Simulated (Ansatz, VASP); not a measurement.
# GaP: VASP beside Ansatz, part 2 of 2

Wanted: the spread between two codes on one cell, functional and k mesh. The cell is taken from a series of runs on this material, whose earlier steps may have relaxed, scaled, displaced or heated it; both programs get it as it stands.

VASP 6.6.1 and Ansatz 0.2.0.

So far: The structure; VASP: zone-centre phonons, LDA.

### 3. Ansatz: zone-centre phonons, LDA

Level of this step: Ansatz beside VASP: Kohn-Sham DFT, plane waves, LDA (Ansatz).

Ansatz runs on its PAW soft_1 files.

The same cell, functional (in two slightly different forms) and mesh now go to Ansatz, which takes its cutoff from its data sets.

Contents of input.yaml:

```yaml
crystal:
  lattice:
    - [0.0, 2.7226627687, 2.671344257]
    - [2.7226627687, 0.0, 2.671344257]
    - [2.7226627687, 2.7226627687, 0.0]
  atoms:
    - { symbol: P, position: [0.75, 0.75, 0.75] }
    - { symbol: Ga, position: [0.0, 0.0, 0.0] }
kpoints:
  mp_grid: { grid: [12, 12, 12] }
hamiltonian:
  xc: lda
  pseudopotentials: { kind: paw, azcp: { folder: soft_1 }, xc_functional: pbe }
scf:
  occupations: { method: fixed }
output:
  eigenvalues: true
phonons:
  method: dfpt
  dielectric: true
  rigid_motions: translations
```

On the command line:

```console
$ ansatz run input.yaml --threads 4 --pin off --max-ram 10240MiB --backend cpu --events-out ev --progress --plain --runs-dir out
```

Numbers of over 12 decimals in the logs are rounded to 6 here.

What it wrote:

```text
Engine: ansatz 0.2.0, x86_64-unknown-linux-gnu
Pseudopotentials: kind: paw
Pseudopotential: P, paw, valence charge 5, recommended cutoff 420 eV (normal), soft_1/P.paw.azcp
Pseudopotential: Ga, paw, valence charge 13, recommended cutoff 420 eV (normal), soft_1/Ga.paw.azcp
Functional definition: SPW92
  exchange = slater_x
  correlation = pw_c
Crystal: 2 atoms, lattice volume = 39.605 Å³
Basis set: ecut = 420 eV, 749 PW (Γ), exchange–correlation on 54×54×54 points (8 copies of the dense FFT grid, shifted against one another)
Bands: 13, of which v1, the nominal top of the filled ones, is band 9 counted from 1 (8 counted from 0)
Symmetry: 8 space group operations
k-points: 868 of 1728 (irreducible under 1 space group operation, time reversal used)
Non-local potential: P, projectors of the file, l = 0: 2, l = 1: 2, l = 2: 1
Non-local potential: Ga, projectors of the file, l = 0: 2, l = 1: 2, l = 2: 3, l = 3: 1
PAW form: soft (Blöchl's): semilocal exchange-correlation on the pseudo side does not see the compensation charge
PAW frozen core: P, regenerated for the run's functional, and the local potential with it (the file was generated under x = pbe(κ = 0.804, μ = 0.219515), c = pbe(β = 0.066725))
PAW frozen core: Ga, regenerated for the run's functional, and the local potential with it (the file was generated under x = pbe(κ = 0.804, μ = 0.219515), c = pbe(β = 0.066725))
PAW one-centre angular grid: P, 110 points (default); XC on 64 Gauss nodes
PAW one-centre angular grid: Ga, 590 points (default); XC on 64 Gauss nodes
Initial density: superposition of atomic densities (chi_scale 0.1, normalization cell, long waves kept (reshape's long-wave potential 0.00 eV rms))
Initial wavefunctions: pseudopotential atomic-orbital guess
Functional: x = slater, c = lda
SCF iter   1: F=—  HF=-4433.960456 eV  |F-HF|=—  |Δ(HF+E_count)|=         —  Δρ=4.44e-2  dr2=6.55e-1  ethr=3.10e-3  ⟨swp⟩=5.0  Hψ=60905  notcnv=0  defer=1644
preconditioner: auto → none  [insulator: Δε(μ)=1.671 eV  Ē_g=15.463 eV  n_scr=14 (ndim 8)  ℏωp=25.0 eV  f_vac=0.000  ε∞_Penn≈3.6]
SCF iter   2: F=—  HF=-4433.787238 eV  |F-HF|=—  |Δ(HF+E_count)|=   1.73e-1  Δρ=2.01e-2  dr2=9.03e-2  ethr=3.10e-3  ⟨swp⟩=2.1  Hψ=20681  notcnv=0  defer=1624
SCF iter   3: F=—  HF=-4433.773461 eV  |F-HF|=—  |Δ(HF+E_count)|=   1.38e-2  Δρ=5.14e-3  dr2=1.05e-2  ethr=5.02e-4  ⟨swp⟩=3.0  Hψ=20799  notcnv=0  defer=1708
SCF iter   4: F=—  HF=-4433.769535 eV  |F-HF|=—  |Δ(HF+E_count)|=   3.93e-3  Δρ=2.28e-3  dr2=7.38e-4  ethr=5.81e-5  ⟨swp⟩=2.9  Hψ=21920  notcnv=0  defer=1730
SCF iter   5: F=—  HF=-4433.769211 eV  |F-HF|=—  |Δ(HF+E_count)|=   3.24e-4  Δρ=5.24e-4  dr2=4.13e-5  ethr=4.10e-6  ⟨swp⟩=2.0  Hψ=20836  notcnv=0  defer=1736
SCF iter   6: F=—  HF=-4433.769211 eV  |F-HF|=—  |Δ(HF+E_count)|=   2.59e-7  Δρ=2.90e-5  dr2=1.95e-7  ethr=2.29e-7  ⟨swp⟩=2.4  Hψ=14089  notcnv=0  defer=994
SCF iter   7: F=—  HF=-4433.769211 eV  |F-HF|=—  |Δ(HF+E_count)|=   1.13e-7  Δρ=5.91e-6  dr2=6.87e-9  ethr=1.08e-9  ⟨swp⟩=2.0  Hψ=19096  notcnv=0  defer=533
SCF iter   8: F=-4433.769211 eV  HF=-4433.769211 eV  |F-HF|=1.36e-11  |Δ(HF+E_count)|=  4.48e-10  Δρ=2.42e-7  dr2=1.01e-11  ethr=1.00e-12  ⟨swp⟩=8.0  Hψ=88380  notcnv=0
SCF 1 converged in 8 iterations: F = -4433.769211 eV  dr2 = 1.01e-11
  greatest PAW one-centre occupation: 0.994 electrons in one spin orbital (limit 2), on the Ga atom at site 1 (counted from 0), in its partial waves of l = 2
NSCF: frozen V_eff on 3 k-points
DFPT response loops at Γ: preconditioner auto → none (the input reference at scf.mixing.eps_inf says where Resta's filter doesn't serve); β = 0.50; Broyden in place of MSR1
── the response to a field inside a basis, on 12×12×12 k-points: an SCF that follows is theirs, and a resumed run solves both again ──
Bands: 10, of which v1, the nominal top of the filled ones, is band 9 counted from 1 (8 counted from 0)
k-points: 468 of 1728 (irreducible under 2 space group operations, time reversal used)
Initial density: handed on by an earlier stage of this run
Initial wavefunctions: pseudopotential atomic-orbital guess (no wavefunctions were taken with the density)
Eigensolver: Dense (468 Hₖ)
SCF iter   1: F=—  HF=-4433.768781 eV  |F-HF|=—  |Δ(HF+E_count)|=         —  Δρ=1.30e-4  dr2=2.46e-6  ethr=1.00e-1
preconditioner: auto → none  [insulator: Δε(μ)=1.353 eV  Ē_g=13.219 eV  n_scr=14 (ndim 8)  ℏωp=25.0 eV  f_vac=0.003  ε∞_Penn≈4.6]
SCF iter   2: F=—  HF=-4433.768780 eV  |F-HF|=—  |Δ(HF+E_count)|=   8.98e-7  Δρ=9.72e-5  dr2=1.51e-6  ethr=1.37e-8
SCF iter   3: F=—  HF=-4433.768780 eV  |F-HF|=—  |Δ(HF+E_count)|=   2.18e-7  Δρ=2.46e-5  dr2=2.22e-7  ethr=8.39e-9
SCF iter   4: F=-4433.768780 eV  HF=-4433.768780 eV  |F-HF|=2.54e-9  |Δ(HF+E_count)|=   2.89e-7  Δρ=3.22e-6  dr2=3.19e-9  ethr=1.23e-9
SCF 1 converged in 4 iterations: F = -4433.768780 eV  dr2 = 3.19e-9
DFPT response loops at Γ: mixed as the last ones told, above
WARN: field response: ε∞ stands inside a basis, on 12×12×12 points; the force constants stand on the 12×12×12 k-mesh, whose period is 12.73 times the interband length at k = (0.0000, 0.0000, 0.0000), direct gap 1.717 eV, under 14: take them and everything formed from them as unconverged, and compare with a denser kpoints.mp_grid
SCF converged after 8 iterations
Free energy (F): -4433.769211 eV
Harris-Foulkes:  -4433.769211 eV  (|F-HF|=1.36e-11)
Internal energy: -4433.769211 eV  (E = F + TS)
E sigma→0 (E₀):  -4433.769211 eV
Fermi energy:    7.175379 eV
--- Per-component energies (eV) ---
  E_band       = -60.625753
  E_kinetic    = 181.734322
  E_local      = -1665.920560  (includes V_loc(G=0)·N_el)
  E_nonlocal   = -57.348668
  E_hartree    = 1009.051130
  E_xc         = -135.758120
  E_vxc        = -118.347077  (∫ρ·V_xc dr)
  E_paw        = -2445.070682  (= ΣΔE_a)
  E_vpaw       = -418.845743  (= ΣTr[D̂ρ^β])
  E_aug_tail   = -0.000224  (compensation charges beyond the density's cutoff)
  E_ewald      = -1322.302242
  E_core_change = 1.845833  (= ΣΔE_core)
  E_smearing   = -0.000000  (= −TS)
  E_closure    = -0.000000  (closes the sum)
  Σ components = -4433.769211   (vs F -4433.769211, Δ=0.00e0)
--- Band table (eV; the first three rows and the last of 868) ---
  k-point 0: bands = [... 5 lower, -5.5785, 7.0690, 7.0690, 7.1754, 8.8922, 10.8618, 10.9037, 10.9037]
  k-point 1: bands = [... 5 lower, -5.4853, 6.1702, 6.9485, 7.0294, 9.3880, 11.0271, 11.0783, 11.1224]
  k-point 2: bands = [... 5 lower, -5.2120, 4.6469, 6.6659, 6.7644, 9.4461, 11.4481, 11.4570, 12.0737]
  k-point 867: bands = [... 5 lower, -3.4237, 0.2672, 5.8637, 6.0217, 8.6656, 11.6524, 11.8107, 15.1981]
--- Phonons (Γ-DFPT): 4 representative perturbations + reference, on 868 of 1728 k-points (Σ response iterations 12) ---
  k mesh reduced under 1 symmetry operation, with k and −k counted as one. Each operation leaves every solved perturbation unchanged. A smaller set is not considered because the run solves the response to a homogeneous field
  ASR residual: 1.109e-4 → 0.000e0 eV/Å²; symmetrization residual: 1.986e-6 eV/Å²
  ASR residual per site (eV/Å²): 8.59e-5 1.11e-4
  Γ frequencies (cm⁻¹): 0.00 0.00 0.00 359.40 360.27 360.27
  ε∞ (high-frequency dielectric tensor):
       10.796133    -0.000000     0.000000
       -0.000000    10.796133     0.000000
        0.000000     0.000000    10.605724
  ε⁰ (static dielectric tensor: ions relaxed, cell fixed):
       12.752527    -0.000000     0.000000
       -0.000000    12.752527     0.000000
        0.000000     0.000000    12.417142
  ε⁰ − ε∞ (ionic part):
        1.956395    -0.000000     0.000000
       -0.000000     1.956395     0.000000
        0.000000     0.000000     1.811418
  softest optical mode at Γ: 359.40 cm⁻¹; the repairs (sum rule, projections) moved no ω² at Γ by more than (0.93 cm⁻¹)²
  Born effective charges Z* (e; rows j = field, columns β = displacement):
    site 0:
        -2.09364    0.00000   -0.00000
         0.00000   -2.09364   -0.00000
         0.00000   -0.00000   -2.00970
    site 1:
         2.09364   -0.00000    0.00000
         0.00000    2.09364    0.00000
        -0.00000    0.00000    2.00970
  Z* charge neutrality: 1.651e-4 e pre-enforcement
  solved inside a basis spanned on kpoints, on 12×12×12 k-points, its susceptibility summed on 16×16×16: ε∞ is read to err by 3.2e-2, Z* by 1.4e-2 e (field_mesh: kpoints solves on kpoints); Z* is corrected for what the basis lacks
  optical modes at Γ without the LO–TO term, one row a degenerate level:
      ω (cm⁻¹)  modes    IR ((D/Å)²/amu)
        359.40      1             4.3448
        360.27      2             9.4306
  optical modes at Γ + LO–TO along q̂ = [1.0000, 0.0000, 0.0000]:
      ω (cm⁻¹)  modes    IR ((D/Å)²/amu)
        359.40      1             4.3448
        360.27      1             4.7153
        391.56      1             4.7153
  optical modes at Γ + LO–TO along q̂ = [0.0000, 1.0000, 0.0000]:
      ω (cm⁻¹)  modes    IR ((D/Å)²/amu)
        359.40      1             4.3448
        360.27      1             4.7153
        391.56      1             4.7153
  optical modes at Γ + LO–TO along q̂ = [0.0000, 0.0000, 1.0000]:
      ω (cm⁻¹)  modes    IR ((D/Å)²/amu)
        360.27      2             9.4306
        388.89      1             4.3448
```

Reading the cycles: dr2 is the Hartree energy of the density residual (eV), the measure of convergence; HF is the Harris–Foulkes estimate of the energy, which meets the free energy F at convergence.

### 4. Comparison

Known differences besides the potentials themselves: the two LDA forms differ slightly; fixed occupations in Ansatz, narrow Gaussian smearing in VASP; VASP's response is taken on the typed mesh, Ansatz refines its own for the field response alone; the cutoff is 420 eV in Ansatz and 500 eV in VASP; VASP's log shows a relativistic correction to its local exchange, Ansatz's none. Total energies have different zeros and are not compared.

The two programs side by side:

```csv
quantity,Ansatz,VASP,difference
ε∞ xx,10.80,10.84,-0.45 %
ε∞ yy,10.80,10.84,-0.45 %
ε∞ zz,10.61,10.67,-0.62 %
Born charge of P1 (mean of the diagonal) (e),-2.07,-2.09,+0.02
Born charge of Ga2 (mean of the diagonal) (e),2.07,2.09,-0.02
optical mode 1 (cm⁻¹),359.4,359.3,+0.03 %
optical mode 2 to 3 (cm⁻¹),360.3,360.3,-0.01 %
```

Modes are paired by rising frequency, not by their patterns, so a pair may set unlike modes beside each other; they are those without the splitting of longitudinal modes.

### 5. Summary of results

```json
{
 "r.m.s. difference of the optical zone-centre modes, each program's sorted by frequency (zone-centre phonons, LDA)": "0.063 cm⁻¹",
 "difference in ε∞ zz (zone-centre phonons, LDA)": "-0.6 %"
}
```

The r.m.s. difference of the optical zone-centre modes, each program's sorted by frequency is 0.063 cm⁻¹ (zone-centre phonons, LDA). Among the rows given in per cent, the largest difference of the zone-centre phonons, LDA pair is in ε∞ zz, -0.6 %. How closely two codes agree says nothing of how well the functional describes the real material.

[Lines on the potential files, build, host, timing and source positions are cut from VASP's logs without a mark.]

[Logs are printed without paths, hosts, clocks, repeated set-up lines and the standing remarks that a program may print on its own settings, such as how far it seeks lower states.]

[Hosts, paths, dates, database ids (printed as entryN), source tags and the programs' standing remarks are cut or masked in the printed files.]
